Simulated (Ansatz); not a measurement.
A crystal relaxed with r2SCAN in the PAW code Ansatz has space group F-43m (No. 216) and a = 5.162 Å.

```csv
atom,site,x,y,z
Xx,4a,0.0000,0.0000,0.0000
Se,4d,0.2500,0.2500,0.7500
```

With r2SCAN the valence top lies at Γ and the conduction bottom at X, 3.12 eV higher; the smallest vertical gap, at Γ, is 5.04 eV. HSE06 gives an indirect gap of 3.49 eV, from Γ to X; the least direct gap is 5.38 eV at Γ. Meshes: r2SCAN 8×8×8, HSE06 6×6×6. r2SCAN's ε∞ is 5.6 in all directions.

**Question.** Which element is Xx?
A. Ba
B. Be
C. Mg
D. Sr

**Answer.** B. Xx is Be: BeSe (zincblende). Be has 4 Se at 2.24 Å; Se has 4 Be at 2.24 Å.

The values are computed, spin-unpolarised, and not measurements.

Spin-orbit coupling is left out.

The meshes of the hybrids are coarse, so their gaps aren't converged to the digits shown.
